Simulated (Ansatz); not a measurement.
Level of theory: DFT PBE, scalar-relativistic, plane waves, PAW (Ansatz). Settings: cutoff 420 eV, Γ-centred meshes spaced at most about 0.3 Å⁻¹ (2π included), Gaussian smearing. No spin polarisation in the final relaxations.

All energies are static (0 K, no zero-point motion).

Compare these two cells of AlN, each relaxed at this level.

A. Space group Fm-3m (No. 225), cubic, a = 4.071 Å. Al is surrounded by 6 N at 2.04 Å; around N lie 6 Al at 2.04 Å.

B. Space group Fdd2 (No. 43), orthorhombic, a = 2.868 Å, b = 5.635 Å, c = 9.689 Å. Al has 4 N at 1.92–1.95 Å; around N lie 4 Al at 1.92–1.95 Å.

Problem. Which is lower in energy, and by how much?

Solution. A is lower, by 182 meV/atom. A has the rock salt type, space group Fm-3m (No. 225), 8.4 Å³/atom and a gap of 4.43 eV on its mesh; B has space group Fdd2 (No. 43), 9.8 Å³/atom and a gap of 3.16 eV. Counting N atoms around Al (those within 1.25 times the shortest such distance or 1.15 times the sum of covalent radii), A has Al 6 and B has Al 4. The denser one is the lower, and pressure would at first widen the difference. Both come from invented guesses. The part of the Crystallography Open Database at hand lists AlN in space groups No. 186, 225; sharing a group (Fm-3m) doesn't make a cell the listed structure.

Kohn–Sham gaps at this level usually fall short of measured ones. Cells relaxed within their symmetry can be saddle points. The Fm-3m cell of AlN came from shaking the Fdd2 one.
